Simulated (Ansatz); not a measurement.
# H_C in SiC (F-43m): charge-transition levels and formation energies

Charge states of H_C in SiC (F-43m), set against the band edges. Model: a cell of 54 host atoms with 1 C taken out and 1 H put in.

Main program and level: Ansatz 0.2.0; place-levels on r2SCAN runs: charge-transition levels and formation energies with image-charge correction and potential alignment at the atomic sites.

Experimental background.

For SiC, cubic 3C zincblende (literature value), “Insight into the structural, elastic and electronic properties of a new orthorhombic 6O-SiC polytype” (2020, pmc:7200658) quotes earlier work: band gap (indirect gap) 2.4 eV [literature value; measurement temperature and method not stated].

This is a report of a sequence of runs, with most program output left out.

## 1. The structure

The cell holds 54 atoms: 27 Si, 26 C and 1 H. Cell: a = 9.242 Å, b = 9.242 Å, c = 9.242 Å, α = 60.0°, β = 60.0°, γ = 60.0°. It derives from SiC (space group F-43m). Nearest the centre at fractional (0.417, 0.417, 0.417): H28 at 0.00 Å, Si45 at 1.89 Å, Si33 at 1.89 Å, Si29 at 1.89 Å, Si27 at 1.89 Å, C34 at 3.08 Å, C30 at 3.08 Å, C46 at 3.08 Å.

The host's dielectric constants go in as inputs: 7.01 for the electrons alone, 10.34 with the ions, computed on the host (DFPT, PBEsol, on the LDA cell), and a cell off the functional's own equilibrium shifts the ionic part.

The cell's shortest repeat is 9.2 Å.

## 2. What was run first

Levels follow from differences of total energies between charge states, each relaxed by itself.

Each atom starts 0.05 Å or so off its site in a random direction: a symmetric start keeps its symmetry, and would miss off-centre moves and Jahn–Teller distortions. Forces are taken on a 2×2×2 shifted mesh. The cell holds 1 electron more than the neutral one, with a uniform background that keeps it neutral on the whole.

The sampling was tested on the host first: at the k-points planned (1x1x1 shifted 0.25 0.25 0.25) its energy lies 0.119 eV an atom from the dense-mesh value, so the final energies take a denser sampling.

One of the inputs; charge, spin and start change from state to state.

File qm1.relax/input.yaml:

```yaml
crystal:
  lattice:
    - [0.0, 6.53484224, 6.53484224]
    - [6.53484224, 0.0, 6.53484224]
    - [6.53484224, 6.53484224, 0.0]
  atoms:
    - { symbol: Si, position: [0.0, 0.0, 0.0] }
    - { symbol: C, position: [0.08333333, 0.08333333, 0.08333333] }
[... 7 atom lines left out ...]
    - { symbol: C, position: [0.08333333, 0.41666667, 0.41666667] }
[... 1 atom line left out ...]
    - { symbol: C, position: [0.08333333, 0.41666667, 0.75] }
[... 3 atom lines left out ...]
    - { symbol: C, position: [0.08333333, 0.75, 0.41666667] }
[... 5 atom lines left out ...]
    - { symbol: C, position: [0.41666667, 0.08333333, 0.41666667] }
[... 1 atom line left out ...]
    - { symbol: C, position: [0.41666667, 0.08333333, 0.75] }
[... 1 atom line left out ...]
    - { symbol: C, position: [0.41666667, 0.41666667, 0.08333333] }
    - { symbol: Si, position: [0.33333333, 0.33333333, 0.33333333] }
    - { symbol: H, position: [0.41666667, 0.41666667, 0.41666667] }
    - { symbol: Si, position: [0.33333333, 0.33333333, 0.66666667] }
    - { symbol: C, position: [0.41666667, 0.41666667, 0.75] }
[... 1 atom line left out ...]
    - { symbol: C, position: [0.41666667, 0.75, 0.08333333] }
    - { symbol: Si, position: [0.33333333, 0.66666667, 0.33333333] }
    - { symbol: C, position: [0.41666667, 0.75, 0.41666667] }
    - { symbol: Si, position: [0.33333333, 0.66666667, 0.66666667] }
[... 4 atom lines left out ...]
    - { symbol: C, position: [0.75, 0.08333333, 0.41666667] }
[... 3 atom lines left out ...]
    - { symbol: C, position: [0.75, 0.41666667, 0.08333333] }
    - { symbol: Si, position: [0.66666667, 0.33333333, 0.33333333] }
    - { symbol: C, position: [0.75, 0.41666667, 0.41666667] }
    - { symbol: Si, position: [0.66666667, 0.33333333, 0.66666667] }
[... 3 atom lines left out ...]
    - { symbol: Si, position: [0.66666667, 0.66666667, 0.33333333] }
[... 2 atom lines left out ...]
    - { symbol: C, position: [0.75, 0.75, 0.75] }
  host:
    repeats: [3, 3, 3]
    atoms:
      - { symbol: Si, position: [0.0, 0.0, 0.0] }
      - { symbol: C, position: [0.25, 0.25, 0.25] }
total_charge: -1
basis:
  ecutwfc: 500
  xc_grid: 2
hamiltonian:
  xc: r2scan
kpoints:
  mp_grid: { grid: [2, 2, 2], shift: [0.5, 0.5, 0.5] }
scf:
  occupations: { method: fixed }
  max_iter: 80
output:
  forces: true
  charged_corrections:
    epsilon: 7.01
    static_epsilon: 10.34
    defect_position: [0.416667, 0.416667, 0.416667]
relax:
  f_tol: 0.02
  max_steps: 80
  random_displacement: { amplitude: 0.05, seed: 8309 }
checkpoint:
  write: "../qm1.relax.run"
  compress: false
  write_wavefunctions: true
  write_every: 100000
```

The run is started by

```sh
> ansatz run input.yaml --threads 4 --pin off --max-ram 7536MiB --backend cpu --events-out ev --progress --plain --runs-dir out
```

The run of this state that the levels use, under r2SCAN:

File qm1.point/input.yaml:

```yaml
crystal:
  checkpoint: "../qm1.relax.run"
  host: checkpoint
total_charge: -1
basis:
  ecutwfc: 500
  xc_grid: 2
hamiltonian:
  xc: r2scan
kpoints:
  mp_grid: { grid: [2, 2, 2], shift: [0.5, 0.5, 0.5] }
scf:
  occupations: { method: fixed }
  max_iter: 80
output:
  forces: true
  eigenvalues: true
  charged_corrections:
    epsilon: 7.01
    static_epsilon: 10.34
    defect_position: [0.416667, 0.416667, 0.416667]
  eigenstates: { localisation: true }
  populations: true
  band_densities: [{ bands: [v1, v1] }, { bands: [c1, c1] }]
  write_density: true
  write_potential: true
  volumetric_format: npy
  elf: true
checkpoint:
  read: "../qm1.relax.run"
  write: "../qm1.point.run"
  compress: false
  write_wavefunctions: false
  write_every: 100000
```

Relaxations under r2SCAN at a 2×2×2 shifted mesh; times on 4 threads of Arm Neoverse V1, shared host:

```csv
charge,moment (μB),occupations,outcome,steps,largest displacement against the far atoms (Å),time
−1,0,fixed,converged,16,0.97,5.1 min
0,1,fixed,converged,13,0.99,12 min
+1,0,fixed,converged,13,1.03,4.1 min
+2,1,fixed,timeout,16,-,13 min
+3,0,fixed,converged,11,0.28,3.4 min
+4,1,fixed,converged,15,0.28,13 min
−1,2,fixed,converged,14,1.07,12 min
```

Single points under r2SCAN at a 2×2×2 shifted mesh; times on 4 threads of Arm Neoverse V1, shared host:

```csv
charge,moment (μB),occupations,outcome,time
−1,0,fixed,converged,25 s
0,1,fixed,converged,52 s
+1,0,fixed,converged,25 s
+3,0,fixed,converged,22 s
+4,1,fixed,converged,51 s
−1,2,fixed,converged,52 s
```

Distances (Å) from H28 to the nearest atoms after relaxation with r2SCAN:

```csv
charge,moment (μB),1.,2.,3.,4.,5.,6.
−1,0,Si 1.60,Si 1.61,Si 2.48,Si 2.48,C 2.53,C 2.53
−1,2,Si 1.55,Si 1.58,C 2.46,C 2.47,C 2.49,C 2.49
0,1,Si 1.62,Si 1.62,C 2.53,C 2.53,C 2.53,C 2.53
+1,0,Si 1.63,Si 1.64,C 2.49,C 2.50,C 2.50,C 2.50
+3,0,Si 1.81,Si 2.25,Si 2.26,Si 2.26,C 2.88,C 2.88
+4,1,Si 1.79,Si 2.26,Si 2.26,Si 2.26,C 2.87,C 2.87
```

## 3. Placing the levels, r2SCAN

A charged cell interacts with its images and the background, and its potential has another zero than the host's. place-levels removes the first by a point-charge model, screened by the static dielectric constant since the ions have relaxed around the charge, and the second by comparing potentials at atoms far from the defect.

The host is a run of the defect-free crystal in the same cutoffs, grids and k-points, so that basis and sampling errors cancel in part in the differences. The host is run in a cell of 2 atoms on a matching mesh. Its band edges are searched through the zone by a band path, so the gap is smaller than, or equal to, that on the mesh. Chemical potentials are energies per atom of C (diamond) and H (H2 molecule), run with the same functional and cutoff. Carbon is taken as diamond, which semilocal functionals can put about 0.1 eV an atom over graphite.

File levels.point.yaml:

```yaml
host:
  run: host.point.run
states: [qm1.point.run, q0_M1.point.run, qp1.point.run, qp3.point.run, qp4_M1.point.run, qm1_M2.point.run]
geometry_from:
  qm1.point.run: qm1.relax.run
  q0_M1.point.run: q0_M1.relax.run
  qp1.point.run: qp1.relax.run
  qp3.point.run: qp3.relax.run
  qp4_M1.point.run: qp4_M1.relax.run
  qm1_M2.point.run: qm1_M2.relax.run
  host.point.run: host.relax.run
chemical_potentials:
  C:
    energy: -251.555749
    dataset: <sha256 of the dataset>
  H:
    energy: -15.945667
    dataset: "<sha256 of the dataset>"
epsilon: 7.01
static_epsilon: 10.34
vertical:
  - { from: qm1.point.run, to: qm1.point_neutral.run }
  - { from: qp1.point.run, to: qp1.point_neutral.run }
  - { from: qp3.point.run, to: qp3.point_neutral.run }
  - { from: qp4_M1.point.run, to: qp4_M1.point_neutral.run }
  - { from: qm1_M2.point.run, to: qm1_M2.point_neutral.run }
```

The run is started by

```sh
> ansatz place-levels levels.point.yaml -- --threads 4 --pin off --max-ram 7536MiB
```

Wall time 0.71 s (4 threads of Arm Neoverse V1, shared host).

Under r2SCAN the gap is 1.71 eV, (+4/+3) -0.02 (outside the gap) (with band filling), (+3/+1) 0.43, (+1/0) 1.62, (0/−1) 1.97 (outside the gap) (with band filling) eV.

Levels between the charges placed, in eV above the valence top:

```csv
,gap (eV),(+4/+3),(+3/+1),(+1/0),(0/−1)
r2SCAN,1.71,-0.02,0.43,1.62,1.97
```

Corrections by state:

```csv
charge,moment (μB),image terms and alignment (eV),band filling (eV),ε used,"over the lowest of its charge, as the program ranks them, band filling apart (eV)"
+4,1.0,2.269,-1.319,10.34,0.000
+3,0.0,1.334,-,10.34,0.000
+1,0.0,0.056,-,10.34,0.000
0,1.0,0.000,-,-,0.000
−1,0.0,0.347,-0.353,10.34,0.000
−1,2.0,0.346,-,10.34,0.131
```

The charged structures listed were also run neutral, and place-levels reads from each pair, by the potential or the spins, how wide the charge is by which they differ; that can be the carrier of either run.

```csv
charge,rms radius (Å),spread where it is widest against the cell (Å),wide from (Å),reading
+4,3.6,2.08,1.31,wide
+3,3.0,1.78,1.31,wide
+1,2.7,1.80,1.31,wide
−1,2.0,1.50,1.31,wide
```

The neutral runs of these pairs need not share the spin of the lowest neutral state, and very wide values only mean spread over the cell.

From the program's caveats on the states, each cut to its opening words:

- charge +4 (1 μB): it parts from the run at its places by a charge that spreads by about 2.1 Å along one vector (1.3 Å or more is wide), by its potential at epsilon 7.01, taken [...]
- charge +4 (1 μB): a band-filling correction moves a carrier to the host's band edge, which changes its energy by -1.319 eV
- charge +4 (1 μB): its alignment with the host at atomic sites is doubtful: the mean over the far sites moves by -0.2825 eV from their farther parts to their nearer, more than [...]
- charge +4 (1 μB), −1 (2 μB): filled levels lie above empty ones at the fixed electron count
- charge +4 (1 μB), 0 (1 μB), −1 (2 μB): flagged: stability check not made
- charge +3, +1: it parts from the run at its places by a charge that spreads by about 1.8 Å along one vector (1.3 Å or more is wide), by its potential at epsilon 7.01, taken [...]
- charge +3: its alignment with the host at atomic sites is doubtful: the mean over the far sites moves by -0.3889 eV from their farther parts to their nearer, more than [...]
- charge +1: its alignment with the host at atomic sites is doubtful: the mean over the far sites moves by -0.1279 eV from their farther parts to their nearer, more than [...]
- charge −1, −1 (2 μB): it parts from the run at its places by a charge that spreads by about 1.5 Å along one vector (1.3 Å or more is wide), by its potential at epsilon 7.01, taken [...]
- charge −1: a band-filling correction moves a carrier to the host's band edge, which changes its energy by -0.353 eV
- charge −1: its alignment with the host at atomic sites is doubtful: the mean over the far sites moves by +0.0799 eV from their farther parts to their nearer, more than [...]
- charge −1 (2 μB): its alignment with the host at atomic sites is doubtful: the mean over the far sites moves by +0.0923 eV from their farther parts to their nearer, more than [...]
- charge −1 (2 μB): its moments are held at its close (magnetization.spin_locking), by a field of 0.020 eV a Bohr magneton, and its energy and levels are of the state that this [...]

The host's formation energy from the elements is -0.356 eV per atom; it sets how far the chemical potentials can move.

Limit set by the element alone; other compounds of these elements are not counted. Chemical potentials from the elements' reference states: C 0.00 eV, Si -0.71 eV, H 0.00 eV. Formation energy by charge state (C-rich; gap 1.71 eV):

```csv
charge,at valence top (eV),at conduction bottom (eV),correction included (eV)
+4,2.63,9.48,0.95
+3,2.61,7.75,1.33
+1,3.47,5.18,0.06
0,5.09,5.09,0.00
−1,7.06,5.35,-0.01
```

(Fermi level (eV), lowest formation energy (eV)): (0.00, 2.61), (0.16, 3.08), (0.31, 3.54), (0.47, 3.93), (0.62, 4.09), (0.78, 4.24), (0.93, 4.40), (1.09, 4.56), (1.25, 4.71), (1.40, 4.87), (1.56, 5.02), (1.71, 5.09)

Limit set by the element alone; other compounds of these elements are not counted. Chemical potentials from the elements' reference states: Si 0.00 eV, C -0.71 eV, H 0.00 eV. Formation energies (Si-rich), with the Fermi level at the valence top and at the conduction bottom (gap 1.71 eV):

```csv
charge,at valence top (eV),at conduction bottom (eV),correction included (eV)
+4,1.92,8.77,0.95
+3,1.90,7.03,1.33
+1,2.76,4.47,0.06
0,4.38,4.38,0.00
−1,6.35,4.64,-0.01
```

Fermi level (eV), lowest formation energy (eV) and a bar from the least value:
```
     0.00       1.90 
     0.16       2.36 ######
     0.31       2.83 ###########
     0.47       3.22 ################
     0.62       3.38 ##################
     0.78       3.53 ####################
     0.93       3.69 ######################
     1.09       3.85 ########################
     1.25       4.00 #########################
     1.40       4.16 ###########################
     1.56       4.31 #############################
     1.71       4.38 ##############################
```

## 4. Placing the levels, PBEsol

PBEsol on the same structure is run to see how far the result rests on the functional, though not on the errors that semilocal functionals share.

File qm1.pbesol/input.yaml:

```yaml
crystal:
  checkpoint: "../qm1.relax.run"
  host: checkpoint
total_charge: -1
basis:
  ecutwfc: 420
  xc_grid: 2
hamiltonian:
  xc: pbesol
kpoints:
  mp_grid: { grid: [2, 2, 2], shift: [0.5, 0.5, 0.5] }
scf:
  occupations: { method: fermi_dirac, width: 0.01 }
  max_iter: 80
output:
  forces: true
  eigenvalues: true
  charged_corrections:
    epsilon: 7.01
    static_epsilon: 10.34
    defect_position: [0.416667, 0.416667, 0.416667]
checkpoint:
  write: "../qm1.pbesol.run"
  compress: false
  write_wavefunctions: false
  write_every: 100000
```

It took 27 s on 4 threads; peak memory 1.9 GiB.

File levels.pbesol.yaml:

```yaml
host:
  run: host.pbesol.run
  levels_from: { run: edges.pbesol.run }
states: [qm1.pbesol.run, q0_M1.pbesol.run, qp1.pbesol.run, qp3.pbesol.run, qp4_M1.pbesol.run, qm1_M2.pbesol.run]
geometry_from:
  qm1.pbesol.run: qm1.relax.run
  q0_M1.pbesol.run: q0_M1.relax.run
  qp1.pbesol.run: qp1.relax.run
  qp3.pbesol.run: qp3.relax.run
  qp4_M1.pbesol.run: qp4_M1.relax.run
  qm1_M2.pbesol.run: qm1_M2.relax.run
  host.pbesol.run: host.relax.run
chemical_potentials:
  C:
    energy: -246.667945
    dataset: <sha256 of the dataset>
  H:
    energy: -15.609288
    dataset: "<sha256 of the dataset>"
```

The run is started by

```sh
> ansatz place-levels levels.pbesol.yaml -- --threads 4 --pin off --max-ram 7536MiB
```

Elapsed: 0.41 s, on 4 threads.

Under PBEsol the gap is 1.24 eV, (+4/+3) 0.00 (with band filling), (+3/+1) 0.26, (+1/0) 1.40 (outside the gap) (with band filling), (0/−1) 1.35 (outside the gap) (with band filling) eV; the stage before (r2SCAN) gave a gap of 1.71 eV and levels within 0.62 eV of these.

## 5. Cost and result

Levels between neighbouring charges, in eV above each run's own valence top:

```csv
,gap (eV),(+4/+3),(+3/+1),(+1/0),(0/−1),CPU time a state at this stage (restarts are quicker than cold starts)
"r2SCAN, 2×2×2 shifted mesh",1.71,-0.02,0.43,1.62,1.97,2.5 min
"PBEsol on r2SCAN structures, 2×2×2 shifted mesh",1.24,0.00,0.26,1.40,1.35,2.6 min
```

## 6. Summary of results

```yaml
gap_of_the_host: 1.71 eV (r2SCAN)
level_plus_4_plus_3: 0.02 eV below the valence top (-1.34 eV above the valence top without the band-filling term)
level_plus_3_plus_1: 0.43 eV above the valence top
level_plus_1_over_0: 1.62 eV above the valence top
level_0_minus_1: 1.97 eV above the valence top, past the conduction bottom (2.32 eV above the valence top without the band-filling term)
lowest_of_the_charges_placed_just_above_the_valence_top_0p02_ev: +3
lowest_of_the_charges_placed_just_below_the_conduction_bottom_0p02_ev: 0
lowest_formation_energy_at_mid_gap_of_the_charges_run_c_rich: 4.32 eV
lowest_formation_energy_at_mid_gap_of_the_charges_run_si_rich: 3.61 eV
```

**Reading.** Of the charges placed (−1, 0, +1, +3 and +4), the lowest changes at 0.43 eV (+3/+1) and 1.62 eV (+1/0) above the valence top, in a gap of 1.71 eV. (+3/+1) lies nearer to a band edge than the share of the finite-size correction in it (0.64 eV), and that correction holds for a localised charge alone. (+1/0) lies 0.09 eV from a band edge, less than the doubt on such levels. Charge +2 is missing from the list. States placed: +4 at 1 μB; +3 at 0 μB; +1 at 0 μB; 0 at 1 μB; −1 at 0 μB and 2 μB. Other spin states or structures, where not listed, weren't placed. The program finds carriers beyond a band edge of the host and adds a band-filling term at charge −1 (-0.35 eV) and +4 (-1.32 eV); steps to such a charge show no bound level, and a defect level inside a band would be read the same way. Corrections reach 2.3 eV, so the cell is small for these charges and their levels are rough. At charge −1, 0 and +1 the atom put in ends up to 1.0 Å from its starting place, so the name tells the start alone and the levels can join different sites. H is taken at its element; compounds, which aren't counted here, bound the chemical potentials and would shift these formation energies. Charge +2 was tried but is not among the states placed, since no run of it finished at this stage. The program doubts the alignment of potentials for at least one state, a sign that the cell is small. What this leaves open: r2SCAN makes the gap too small and tends to spread out bound carriers.

Comparison with the measured values:

| quantity | measured | PBEsol | r2SCAN |
| --- | --- | --- | --- |
| band gap (least gap of the host) (eV) | 2.4 | 1.24 (-1.16 eV) | 1.71 (-0.69 eV) |

Measured values from pmc:7200658 (2020).

**Verdict.** For the band gap, of the levels listed nearest comes r2SCAN (-0.69 eV, a clear miss) and farthest PBEsol (-1.16 eV, a clear miss). Local and semilocal functionals usually give gaps below the measured ones. Zero-point and thermal motion shift the measured gap.

[Logs are printed without paths, hosts, clocks, repeated set-up lines and the standing remarks that a program may print on its own settings, such as how far it seeks lower states.]

[Hosts, paths, dates, database ids (printed as entryN), source tags and the programs' standing remarks are cut or masked in the printed files.]

[Where a table of states has a column of steps, it counts the stored structures, which are thinned; the runs took as many ionic steps or more.]

[A defect's name tells the site on which it was built; relaxed atoms can leave that site.]

[For some hosts the program warned that the k-mesh of the response run may be too coarse for force constants and the static dielectric constant; such warnings are not shown here.]
